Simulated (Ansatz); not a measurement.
## CdF2 monolayer (1T) under uniaxial strain along the armchair direction, normal to a, with the width clamped

Wanted: the shifts of the zone-centre modes of CdF2 monolayer (1T) with strain.

Main program and level: Ansatz 0.2.0; DFT PBE, scalar-relativistic, plane waves, PAW; PAW set soft_1.

### 1. The starting structure

The cell holds 3 atoms: 1 Cd and 2 F. Cell: a = 3.350 Å, b = 3.350 Å, c = 27.600 Å, α = 90.0°, β = 90.0°, γ = 120.0°. Vacuum lies along c. The height across the vacuum is the one that the program set for its solve, not the one typed.

### 2. A rough relaxation first

A rough relaxation comes first, because large forces or stress need no tight tolerances yet. The program lengthens the typed cell of 20.0 Å along the normal to 27.6 Å, as its cut-off of the electrostatics needs, and moves no atom.

Input file input.yaml:

```yaml
crystal:
  lattice:
    - [3.35, 0.0, 0.0]
    - [-1.675, 2.90119, 0.0]
    - [0.0, 0.0, 20.0]
  atoms:
    - { symbol: Cd, position: [0.0, 0.0, 0.5] }
    - { symbol: F, position: [0.333333, 0.666667, 0.5475] }
    - { symbol: F, position: [0.666667, 0.333333, 0.4525] }
  periodic: [true, true, false]
kpoints:
  mp_grid: { grid: [9, 9, 1] }
hamiltonian:
  xc: pbe
  pseudopotentials: { kind: paw, azcp: { folder: soft_1 } }
scf:
  occupations: { method: gaussian, width: 0.1 }
output:
  forces: true
  stress: true
  eigenvalues: true
relax:
  adjacent_minimum: "off"
  f_tol: 0.05
  max_steps: 80
  cell: { stress_2d_tol: 0.02 }
```

Started as:

```console
> ansatz run input.yaml --threads 4 --pin off --max-ram 16384MiB --backend cpu --events-out ev --progress --plain --runs-dir out
```

Numbers of over 12 decimals in the logs are rounded to 6 here.

Output:

```text
[...]
F+E_penalty+E_count = -9872.03488484 eV   max|allowed force component| = 1.773e-4 eV/Å   (the final SCF, on the basis selected at the relaxed cell)
  cell:  # Å, volume = 301.7457 Å³
    - [3.553045, 0, 0]
    - [-1.776522, 3.077027, 0]
    - [0, 0, 27.6]
  atoms:
    - { symbol: Cd, position: [0, 0, 0.362319] }
    - { symbol: F, position: [0.333333, 0.666667, 0.398355] }
    - { symbol: F, position: [0.666667, 0.333333, 0.326283] }
[key lines of the parts left out:]
SCF converged after 7 iterations
Free energy (F): -9872.034885 eV
Fermi energy:    -6.857424 eV
P = ½ c Tr σ = 0.0129 N/m
```

Wall time 8.9 s (4 threads of Arm Neoverse V2, shared host); peak memory 0.56 GiB; 32 s of CPU time.

Step by step:

| step | energy less that of the first step (eV) | largest force component (eV/Å) | volume (Å³) |
| --- | --- | --- | --- |
| 1 | 0.0000 | 1.3893 | 268.24 |
| 2 | -0.3284 | 0.2589 | 284.87 |
| 3 | -0.3562 | 0.0408 | 293.77 |
| 4 | -0.3571 | 0.0115 | 297.94 |
| 5* | -0.3793 | 0.0132 | 297.94 |
| 6 | -0.3799 | 0.0006 | 301.12 |
| 7 | -0.3798 | 0.0001 | 301.75 |
| 8* | -0.3812 | 0.0002 | 301.75 |

Relaxation steps marked * repeat the geometry before them on a plane-wave basis chosen anew for their cell, so energy and pressure can jump there.

The run keeps the 12 symmetry operations that it works with, so distortions that break them were not tested.

| cell as run | before | after | change |
| --- | --- | --- | --- |
| a (Å) | 3.350 | 3.553 | +6.1 % |
| b (Å) | 3.350 | 3.553 | +6.1 % |

The atoms that moved most (Å, along periodic axes as changes of fractional coordinates times the final cell, across vacuum about the mean position):

| atom | dx | dy | dz | length |
| --- | --- | --- | --- | --- |
| F2 | 0.000 | 0.000 | 0.045 | 0.045 |
| F3 | 0.000 | 0.000 | -0.045 | 0.045 |

Final coordinates:

```cif
data_structure
_symmetry_space_group_name_H-M 'P 1'
_symmetry_Int_Tables_number 1
_cell_length_a 3.5530
_cell_length_b 3.5530
_cell_length_c 27.6000
_cell_angle_alpha 90.000
_cell_angle_beta 90.000
_cell_angle_gamma 120.000
_cell_volume 301.75
loop_
_atom_site_label
_atom_site_type_symbol
_atom_site_fract_x
_atom_site_fract_y
_atom_site_fract_z
_atom_site_occupancy
Cd1 Cd 0.00000 0.00000 0.36232 1
F2 F 0.33333 0.66667 0.39835 1
F3 F 0.66667 0.33333 0.32628 1
```

This step gave:

| Property | Result |
| --- | --- |
| gap on the k-mesh | 3.869 eV |
| area per atom | 3.644 Å² |

The relaxation ends with a largest force component of 1.8e-4 eV/Å.

### 3. Bringing the structure to rest

Harmonic phonons are second derivatives at a point where the forces vanish, and they are wanted at zero stress, so atoms and cell are relaxed first.

Input file input.yaml:

```yaml
crystal:
  lattice:
    - [3.5530449904, 0.0, 0.0]
    - [-1.7765224952, 3.0770272225, 0.0]
    - [0.0, 0.0, 27.6]
  atoms:
    - { symbol: Cd, position: [0.0, 0.0, 0.3623188406] }
    - { symbol: F, position: [0.3333333333, 0.6666666667, 0.398354684] }
    - { symbol: F, position: [0.6666666667, 0.3333333333, 0.3262829971] }
  periodic: [true, true, false]
kpoints:
  mp_grid: { grid: [9, 9, 1] }
hamiltonian:
  xc: pbe
  pseudopotentials: { kind: paw, azcp: { folder: soft_1 } }
scf:
  occupations: { method: gaussian, width: 0.02 }
output:
  forces: true
  stress: true
  eigenvalues: true
  write_density: true
  write_potential: true
  elf: true
  volumetric_format: npy
relax:
  adjacent_minimum: "off"
  f_tol: 0.005
  max_steps: 80
  cell: { stress_2d_tol: 0.02 }
```

Output:

```text
[...]
Crystal: 3 atoms, lattice volume = 301.746 Å³
Basis set: ecut = 420 eV, 5811 PW (Γ), exchange–correlation on 48×48×384 points (8 copies of the dense FFT grid, shifted against one another)
Bands: 21, of which v1, the nominal top of the filled ones, is band 17 counted from 1 (16 counted from 0)
Symmetry: 12 space group operations
[...]
k-points: 12 of 81
[...]
SCF iter   1: F=—  HF=-9873.900951 eV  |F-HF|=—  |Δ(HF+E_count)|=         —  Δρ=4.53e-2  dr2=6.17e0  ethr=3.10e-3  ⟨swp⟩=9.4  Hψ=1542  notcnv=0
[...]
SCF iter   9: F=-9872.034885 eV  HF=-9872.034885 eV  |F-HF|=4.44e-10  |Δ(HF+E_count)|=  4.73e-10  Δρ=5.42e-7  dr2=7.49e-10  ethr=7.45e-11  ⟨swp⟩=7.3  Hψ=1696  notcnv=0
SCF 1 converged in 9 iterations: F = -9872.034885 eV  dr2 = 7.49e-10
[...]
relax step   1: F+E_penalty+E_count = -9872.03488484 eV  Δ(F+E_penalty+E_count) = +0.000e0 eV  max|allowed force component| = 1.731e-4 eV/Å  Δτ_max = 0.0000 Å  P = +0.013 N/m  Ω = 301.746 Å³  fix = [c, alpha, beta]  reactions: c +0.000 N/m  (9 SCF iters, dr2 threshold 1.00e-7 eV, accepted)
[...]
SCF iter   6: F=-9872.034885 eV  HF=-9872.034885 eV  |F-HF|=1.46e-11  |Δ(HF+E_count)|=  1.09e-11  Δρ=2.44e-8  dr2=9.16e-13  ethr=1.00e-12  ⟨swp⟩=5.1  Hψ=1154  notcnv=0
SCF 2 converged in 6 iterations: F = -9872.034885 eV  dr2 = 9.16e-13
relax step   2: F+E_penalty+E_count = -9872.03488484 eV  Δ(F+E_penalty+E_count) = -3.856e-10 eV  max|allowed force component| = 1.772e-4 eV/Å  Δτ_max = 0.0000 Å  P = +0.013 N/m  Ω = 301.746 Å³  fix = [c, alpha, beta]  reactions: c +0.000 N/m  stress off target by 1.29e-2 N/m on what of the cell is left free  SCF on the basis re-selected at this cell (its energy is not comparable with the rows above)  (6 SCF iters)
[...]
WARN: The output density's exchange-correlation potential varies sharply where the density is thin. Do not read a vacuum level from v_tot or v_xc, or from such a field of the output density. On a cell that repeats whose density bears no net charge and no dipole along the vacuum's axis use v_es (v_loc + v_h of the components); under efield.dipole_correction with no amplitude use v_es + v_field, which holds any externa [...]
SCF converged after 6 iterations
Free energy (F): -9872.034885 eV
[...]
Internal energy: -9872.034885 eV  (E = F + TS)
E sigma→0 (E₀):  -9872.034885 eV
Fermi energy:    -6.858288 eV
[...]
--- Forces (eV/Å), atoms counted from 1 ---
  atom   1  Cd     0.00000000     0.00000000     0.00000000
  atom   2  F      0.00000000    -0.00000000     0.00017721
  atom   3  F      0.00000000     0.00000000    -0.00017721
  max |Σ_I F_I| component: 1.16e-18 eV/Å
--- 2D stress c σ (N/m, compression-positive) ---
        0.012861       0.000000       0.000000
        0.000000       0.012861       0.000000
        0.000000       0.000000       0.000000
  P = ½ c Tr σ = 0.0129 N/m
--- Band table (eV; the first three rows and the last of 12) ---
  k-point 0: bands = [... 13 lower, -9.9422, -9.5943, -8.7928, -8.7928, -4.9238, -1.5246 (-1.5246°), -0.0904, 0.2120]
  k-point 1: bands = [... 13 lower, -9.9137, -9.5441, -8.9522, -8.8184, -4.5847, -1.2888 (-1.2888°), 0.0924, 0.4154]
  k-point 2: bands = [... 13 lower, -10.0795, -9.4679, -9.2453, -8.8488, -3.7147, -0.6544 (-0.6545°), 0.6308, 1.0159]
  k-point 11: bands = [... 13 lower, -10.5244, -10.2467, -9.0494, -9.0494, -0.9966, 2.0932, 2.3045, 2.3045]
  ° read free of the cell's end (the report's vacuum.weakly_bound_levels)
--- Relaxed structure (1 steps of the walk, 1 accepted, 1 SCFs on fresh bases) ---
[...]
cell:  # Å, volume = 301.7457 Å³
    - [3.553045, 0.0, 0.0]
    - [-1.776522, 3.077027, 0.0]
    - [0.0, 0.0, 27.6]
  atoms:
    - { symbol: Cd, position: [0.0, 0.0, 0.362319] }
    - { symbol: F, position: [0.333333, 0.666667, 0.398355] }
    - { symbol: F, position: [0.666667, 0.333333, 0.326283] }
```

Run time: 2.9 s. Hardware: 4 threads; peak memory 0.57 GiB.

Little changed from the start: no atom moved by 0.005 Å and no cell edge by 0.1 %.

Valence density in the ac plane at fractional y = 0.000, with atoms of Cd within 0.2 Å of it. It is the smooth field of the valence electrons, not physical close to the nuclei.

Ten steps, logarithmic in the rise over the least value, from '0' (0 e/Å³) to '9' (15 e/Å³), each cell a mean:
```
00000000000000
00000000000000
00000000000000
00000000000000
00000000000000
00000000000000
00000000000000
00000000000000
00000000000000
00000000000000
00000000000000
00000000000000
00000000000000
00000000000000
76531111112357
99752111113589
11000011100011
00000000000000
00000000000000
00000000000000
00000000000000
00000000000000
00000000000000
00000000000000
```
Columns run along a (3.6 Å), rows up along c (27.6 Å). Atoms in or near the plane, at fractional coordinates: Cd at (0.00, 0.36).

ELF in the ac plane at fractional y = 0.000, with atoms of Cd within 0.2 Å of it. It is the smooth field of the valence electrons, not physical close to the nuclei.

Ten even steps from '0' (0.00) to '9' (0.70), each cell a mean:
```
00000000000000
00000000000000
00000000000000
00000000000000
00000000000000
00000000000000
00000000000000
00000000000000
00000000000000
00000000000000
00000000000000
00000000000000
00000000000000
00000122210000
54321234321234
98531112112469
11001244420001
00000000000000
00000000000000
00000000000000
00000000000000
00000000000000
00000000000000
00000000000000
```
Columns run along a (3.6 Å), rows up along c (27.6 Å). Atoms in or near the plane, at fractional coordinates: Cd at (0.00, 0.36).

Electrostatic potential energy in the ac plane at fractional y = 0.000, with atoms of Cd within 0.2 Å of it. With pseudopotentials it is smooth inside the atoms' cores, unlike the true potential.

Values in eV, 24 rows by 14 columns, each cell a mean:
```
  0   0   0   0   0   0   0   0   0   0   0   0   0   0
  0   0   0   0   0   0   0   0   0   0   0   0   0   0
  0   0   0   0   0   0   0   0   0   0   0   0   0   0
  0   0   0   0   0   0   0   0   0   0   0   0   0   0
  0   0   0   0   0   0   0   0   0   0   0   0   0   0
  0   0   0   0   0   0   0   0   0   0   0   0   0   0
  0   0   0   0   0   0   0   0   0   0   0   0   0   0
  0   0   0   0   0   0   0   0   0   0   0   0   0   0
  0   0   0   0   0   0   0   0   0   0   0   0   0   0
  0   0   0   0   0   0   0   0   0   0   0   0   0   0
  0   0   0   0   0   0   0   0   0   0   0   0   0   0
  0   0   0   0   0   0   0   0   0   0   0   0   0   0
  0   0   0   0   0   0   0   0   0   0   0   0   0   0
 -2  -2  -1  -1  -1   0   0   0   0   0  -1  -1  -2  -2
-15 -14 -13 -11  -6  -4  -3  -2  -3  -4  -7 -12 -13 -14
-18 -18 -18 -16 -11  -5  -3  -3  -4  -6 -13 -17 -18 -18
 -6  -6  -4  -3  -2  -1  -1  -1  -1  -1  -2  -3  -5  -6
  0   0   0   0   0   0   0   0   0   0   0   0   0   0
  0   0   0   0   0   0   0   0   0   0   0   0   0   0
  0   0   0   0   0   0   0   0   0   0   0   0   0   0
  0   0   0   0   0   0   0   0   0   0   0   0   0   0
  0   0   0   0   0   0   0   0   0   0   0   0   0   0
  0   0   0   0   0   0   0   0   0   0   0   0   0   0
  0   0   0   0   0   0   0   0   0   0   0   0   0   0
```
Columns run along a (3.6 Å; values clipped at the 3rd and 97th percentile), rows up along c (27.6 Å). Atoms in or near the plane, at fractional coordinates: Cd at (0.00, 0.36).

### 4. Tight relaxation

Phonons need small forces and stress, so the relaxation is finished with tight tolerances on 9×9×1 k points.

input.yaml: that of step 3 with these lines changed.

```diff
@@ -16,3 +16,3 @@
 scf:
-  occupations: { method: gaussian, width: 0.02 }
+  occupations: { method: fixed }
 output:
@@ -27,4 +27,4 @@
   adjacent_minimum: "off"
-  f_tol: 0.005
-  max_steps: 80
-  cell: { stress_2d_tol: 0.02 }
+  f_tol: 0.001
+  max_steps: 60
+  cell: { stress_2d_tol: 0.002 }
```

Output:

```text
[...]
Crystal: 3 atoms, lattice volume = 301.746 Å³
Basis set: ecut = 420 eV, 5811 PW (Γ), exchange–correlation on 48×48×384 points (8 copies of the dense FFT grid, shifted against one another)
Bands: 21, of which v1, the nominal top of the filled ones, is band 17 counted from 1 (16 counted from 0)
Symmetry: 12 space group operations
[...]
k-points: 12 of 81
[...]
° read free of the cell's end (the report's vacuum.weakly_bound_levels)
--- Relaxed structure (3 steps of the walk, 3 accepted, 1 SCFs on fresh bases) ---
[...]
cell:  # Å, volume = 301.8626 Å³
    - [3.553733, 0.0, 0]
    - [-1.776866, 3.077623, 0]
    - [0, 0, 27.6]
  atoms:
    - { symbol: Cd, position: [0, 0, 0.362319] }
    - { symbol: F, position: [0.333333, 0.666667, 0.398341] }
    - { symbol: F, position: [0.666667, 0.333333, 0.326297] }
[key lines of the parts left out:]
SCF converged after 7 iterations
Free energy (F): -9872.034883 eV
Fermi energy:    -8.792118 eV
P = ½ c Tr σ = 0.0001 N/m
```

The job ended after 4.8 s (4 threads; peak memory 0.57 GiB).

Little changed from the start: no atom moved by 0.005 Å and no cell edge by 0.1 %.

Numbers from this step:

| Item | Value |
| --- | --- |
| area per atom | 3.646 Å² |

Electrostatic potential energy in the ac plane at fractional y = 0.333, with atoms of F within 0.2 Å of it. With pseudopotentials it is smooth inside the atoms' cores, unlike the true potential.

Values in eV, 24 rows by 14 columns, each cell a mean:
```
 0.0  0.0  0.0  0.0  0.0  0.0  0.0  0.0  0.0  0.0  0.0  0.0  0.0  0.0
 0.0  0.0  0.0  0.0  0.0  0.0  0.0  0.0  0.0  0.0  0.0  0.0  0.0  0.0
 0.0  0.0  0.0  0.0  0.0  0.0  0.0  0.0  0.0  0.0  0.0  0.0  0.0  0.0
 0.0  0.0  0.0  0.0  0.0  0.0  0.0  0.0  0.0  0.0  0.0  0.0  0.0  0.0
 0.0  0.0  0.0  0.0  0.0  0.0  0.0  0.0  0.0  0.0  0.0  0.0  0.0  0.0
 0.0  0.0  0.0  0.0  0.0  0.0  0.0  0.0  0.0  0.0  0.0  0.0  0.0  0.0
 0.0  0.0  0.0  0.0  0.0  0.0  0.0  0.0  0.0  0.0  0.0  0.0  0.0  0.0
 0.0  0.0  0.0  0.0  0.0  0.0  0.0  0.0  0.0  0.0  0.0  0.0  0.0  0.0
 0.0  0.0  0.0  0.0  0.0  0.0  0.0  0.0  0.0  0.0  0.0  0.0  0.0  0.0
 0.0  0.0  0.0  0.0  0.0  0.0  0.0  0.0  0.0  0.0  0.0  0.0  0.0  0.0
 0.0  0.0  0.0  0.0  0.0  0.0  0.0  0.0  0.0  0.0  0.0  0.0  0.0  0.0
 0.0  0.0  0.0  0.0  0.0  0.0  0.0  0.0  0.0  0.0  0.0  0.0  0.0  0.0
 0.0  0.0  0.0  0.0  0.0  0.0  0.0  0.0 -0.1 -0.1 -0.1 -0.1  0.0  0.0
-0.5 -0.5 -0.5 -0.5 -0.5 -0.5 -0.5 -0.5 -0.5 -0.5 -0.5 -0.5 -0.5 -0.5
-4.5 -5.2 -5.7 -5.7 -4.9 -3.8 -3.1 -2.3 -2.0 -1.8 -1.9 -2.2 -2.6 -3.4
-6.8 -7.5 -7.7 -7.6 -7.2 -6.0 -4.6 -5.2 -5.6 -5.8 -5.6 -5.4 -4.7 -5.1
-1.5 -2.0 -2.3 -2.1 -1.7 -1.4 -1.9 -4.8 -5.7 -6.0 -5.8 -5.3 -3.1 -1.5
-0.1 -0.2 -0.2 -0.2 -0.1  0.0  0.1  0.1  0.0  0.0  0.0  0.0  0.1  0.0
 0.0  0.0  0.0  0.0  0.0  0.0  0.0  0.0  0.0  0.0  0.0  0.0  0.0  0.0
 0.0  0.0  0.0  0.0  0.0  0.0  0.0  0.0  0.0  0.0  0.0  0.0  0.0  0.0
 0.0  0.0  0.0  0.0  0.0  0.0  0.0  0.0  0.0  0.0  0.0  0.0  0.0  0.0
 0.0  0.0  0.0  0.0  0.0  0.0  0.0  0.0  0.0  0.0  0.0  0.0  0.0  0.0
 0.0  0.0  0.0  0.0  0.0  0.0  0.0  0.0  0.0  0.0  0.0  0.0  0.0  0.0
 0.0  0.0  0.0  0.0  0.0  0.0  0.0  0.0  0.0  0.0  0.0  0.0  0.0  0.0
```
Columns run along a (3.6 Å; values clipped at the 3rd and 97th percentile), rows up along c (27.6 Å). Atoms in or near the plane, at fractional coordinates: F at (0.67, 0.33).

Valence density in the ac plane at fractional y = 0.333, with atoms of F within 0.2 Å of it. It is the smooth field of the valence electrons, not physical close to the nuclei.

Ten steps, logarithmic in the rise over the least value, from '_' (0.00 × 1e0 e/Å³) to '@' (5.71 × 1e0 e/Å³), each cell a mean:
```
____________________________
____________________________
____________________________
____________________________
____________________________
____________________________
____________________________
____________________________
____________________________
____________________________
____________________________
____________________________
____________________________
__......____________________
::--------::....______....::
--------------**##%%%%**==--
....____..::==**@@@@@@##++--
____________________________
____________________________
____________________________
____________________________
____________________________
____________________________
____________________________
```
Columns run along a (3.6 Å), rows up along c (27.6 Å). Atoms in or near the plane, at fractional coordinates: F at (0.67, 0.33).

ELF in the ac plane at fractional y = 0.333, with atoms of F within 0.2 Å of it. It is the smooth field of the valence electrons, not physical close to the nuclei.

Ten even steps from '_' (0.00) to '@' (0.73), each cell a mean:
```
____________________________
____________________________
____________________________
____________________________
____________________________
____________________________
____________________________
____________________________
____________________________
____________________________
____________________________
____________________________
____________________________
....::::..__________________
..::::::....________________
............--**%%%%%%##++::
..______..--##@@@@@@@@@@%%++
____________....::::::....__
____________________________
____________________________
____________________________
____________________________
____________________________
____________________________
```
Columns run along a (3.6 Å), rows up along c (27.6 Å). Atoms in or near the plane, at fractional coordinates: F at (0.67, 0.33).

The largest force component left is 0.20 meV/Å, within the tolerances set.

(Continued in part 2 of 2.)

[Logs are printed without paths, hosts, clocks, repeated set-up lines and the standing remarks that a program may print on its own settings, such as how far it seeks lower states.]

[Hosts, paths, dates, database ids (printed as entryN), source tags and the programs' standing remarks are cut or masked in the printed files.]
